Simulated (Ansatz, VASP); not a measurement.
## Two plane-wave programs on ZrC

```xyz
2
Lattice="0.0000 2.3219 2.3219 2.3219 0.0000 2.3219 2.3219 2.3219 0.0000" Properties=species:S:1:pos:R:3 pbc="T T T"
Zr    2.3219    2.3219    2.3219
C     0.0000    0.0000    0.0000
```

Alike in both runs: functional PBEsol; k mesh 18 × 18 × 18; occupations fermi-dirac, width 0.1 eV; no spin polarisation.

Ansatz relaxed the structure, and its values are those at the end. VASP's run is a single point on that final structure, the one shown.

```csv
,VASP,Ansatz
version,VASP 6.6.1,Ansatz 0.2.0
potentials or method,"VASP PAW PBE potentials, release 64 (Zr_sv, C)","PAW with Ansatz's default frozen-core files, scalar-relativistic"
plane-wave cutoff (eV),520,420
valence electrons in the cell,16,16
```

|  | VASP | Ansatz | Ansatz less VASP |
| --- | --- | --- | --- |
| pressure (GPa) | 4.4 | 4.0 | -0.40 |

The functional is the same, so the differences come from potentials, cutoffs and numerics.

Caveats: the PAW data sets were made with another functional, which shifts forces and pressure a little (VASP).
